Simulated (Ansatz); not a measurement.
Crystal: HfO2.

```
CELL_PARAMETERS angstrom
0.00000 2.55750 2.55750
2.55750 0.00000 2.55750
2.55750 2.55750 0.00000
ATOMIC_POSITIONS crystal
Hf 0.00000 0.00000 0.00000
O 0.75000 0.75000 0.75000
O 0.25000 0.25000 0.25000
```

Measurements of this composition are mostly on another form, of space group No. 14.

Base run:

```yaml
Program: Ansatz 0.2.0
Functional: PBE
Potentials_or_basis: all-electron LAPW, scalar-relativistic
Cutoff: 371 eV
Density_cutoff: 1486 eV
Basis_error_allowed: 0.001 eV/atom
k_mesh: 9 × 9 × 9
Occupations: fermi-dirac, width 0.05 eV
Spin: no spin polarisation
```

Its results: band gap on the k mesh 3.82 eV, indirect (least direct gap 3.93 eV); pressure -2.5 GPa.

**Question.** The run is repeated on the same cell with these changes: functional from PBE to LDA; basis error allowed from 0.001 eV/atom to 0.002 eV/atom. What comes out?

**Answer.** Band gap on the k mesh 3.61 eV, indirect (least direct gap 3.73 eV); pressure -16.5 GPa.

Caveats: spin-orbit coupling is left out, which moves the levels of the heavy elements; an odd mesh through Γ misses points on the zone boundary, where band edges often lie (some runs); the mesh misses the band edges, which the band path finds closer together (some runs).

Not every run made on this cell is shown here.
